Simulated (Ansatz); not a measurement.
Co:

```
CELL_PARAMETERS angstrom
2.47056 0.00000 0.00000
-1.23528 2.13957 0.00000
0.00000 0.00000 8.08823
ATOMIC_POSITIONS crystal
Co 0.66667 0.33333 0.75000
Co 0.00000 0.00000 0.50000
Co 0.33333 0.66667 0.25000
Co 0.00000 0.00000 0.00000
```

Base run:

* Program: Ansatz 0.2.0
* Functional: PBEsol
* Potentials or basis: Ansatz PAW
* Cutoff: 420 eV (not typed: the program's choice for these potentials)
* k mesh: 12 × 12 × 4
* Occupations: fermi-dirac, width 0.05 eV
* Spin: collinear spin, ferromagnetic start
* Starting moments: [3.5, 3.5, 3.5, 3.5] μB

Its results: band gap on the k mesh none (metal or under the smearing width); pressure -5.7 GPa.

Q: The run is repeated on the same cell with these changes: spin from collinear spin, ferromagnetic start to no spin polarisation. What comes out?

A: Band gap on the k mesh none (metal or under the smearing width); pressure -18.6 GPa.

Caveats: the PAW data sets come from PBE, with cores solved anew for the run's functional, which leaves a small shift of forces and pressure.
